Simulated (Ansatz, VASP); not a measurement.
One calculation of AgBr, two programs

```
CELL_PARAMETERS angstrom
0.00000 2.89217 2.89217
2.89217 0.00000 2.89217
2.89217 2.89217 0.00000
ATOMIC_POSITIONS crystal
Ag 0.00000 0.00000 0.00000
Br 0.50000 0.50000 0.50000
```

The cell is a database's computed one.

Alike in both runs: task single point; functional PBE; k mesh 6 × 6 × 6; occupations gaussian, width 0.1 eV; no spin polarisation.

|  | VASP | Ansatz |
| --- | --- | --- |
| version | VASP 6.6.1 | Ansatz 0.2.0 |
| potentials or method | VASP PAW PBE potentials, release 64 (Ag, Br) | scalar-relativistic, plane waves, PAW |
| plane-wave cutoff (eV) | 520 | 420 |
| valence electrons in the cell | 18 | 26 |

|  | VASP | Ansatz | Ansatz less VASP |
| --- | --- | --- | --- |
| gap on the k mesh at the Fermi level (eV) | 0.68 | 0.68 | +0.001 |
| least direct gap on the mesh (eV) | 2.53 | 2.53 | +0.001 |
| pressure (GPa) | 1.2 | 1.2 | +0.05 |

The functional is the same, so the differences come from potentials, cutoffs and numerics. The two sets of potentials don't hold the same shells in valence.

A k mesh can miss the band edges.
